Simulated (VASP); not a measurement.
Set up this calculation in VASP 6.6.1, as the native input.

```yaml
Task: single point
Functional: PBEsol
Dispersion: D4
Potentials_or_basis: VASP PAW PBE potentials, release 64 (Se, In_d)
Cutoff: 520 eV
k_mesh: 12 × 12 × 1
Occupations: gaussian, width 0.03 eV
Spin: no spin polarisation
Dipole_correction: yes
Further_INCAR_settings: ALGO = Fast; EDIFF = 1e-06; NBANDS = 27
```

The structure of InSe lies in POSCAR:

```
InSe
1.0
    3.9663960263      0.0000000000      0.0000000000
   -1.9831980132      3.4349997203      0.0000000000
    0.0000000000      0.0000000000     34.5200000026
Se In
2 2
Direct
    0.6666666667      0.3333333333      0.2029630664
    0.6666666667      0.3333333333      0.3578712325
    0.3333333333      0.6666666667      0.2404414287
    0.3333333333      0.6666666667      0.3203928702
```

The cell was built by a generator and needn't be a form met in nature.

One way to write it, as run:

INCAR

```
ALGO     = Fast           # electronic algorithm
DIPOL    = 0.5 0.5 0.280
EDIFF    = 1E-6           # SCF threshold, eV
ENCUT    = 520            # plane-wave cutoff, eV
GGA      = PS             # functional
IDIPOL   = 3            
ISIF     = 2              # what is computed and relaxed
ISMEAR   = 0              # smearing method
IVDW     = 13             # dispersion correction
LASPH    = True           # aspherical terms in the spheres
LCHARG   = False          # write CHGCAR
LDIPOL   = True         
LREAL    = False          # projectors in reciprocal space
LWAVE    = False          # write WAVECAR
NBANDS   = 27             # bands
NELM     = 100            # most SCF steps
PREC     = Accurate       # precision mode
SIGMA    = 0.03           # smearing width, eV
```

KPOINTS

```
k-points
0
Gamma
  12 12 1
```

Potentials or basis: VASP PAW PBE potentials, release 64 (Se, In_d).

The run is started by

```bash
$ cat potpaw_PBE.64/Se/POTCAR potpaw_PBE.64/In_d/POTCAR > POTCAR
$ mpirun -np 1 vasp_std > vasp.out
```

Results of the run:

```
Largest force              : 0.021 eV/Å
Band gap on the k mesh     : 1.76 eV, indirect (least direct gap 1.84 eV)
Dispersion energy per atom : -0.136 eV
```

Caveat: the PAW data sets were made with another functional, which shifts forces and pressure a little; spin-orbit coupling is left out, which moves the levels of the heavy elements.

It took 17 min on 1 thread of Intel(R) Xeon(R) Platinum 8488C (Sapphire Rapids), on a shared host, peak memory 0.65 GiB.
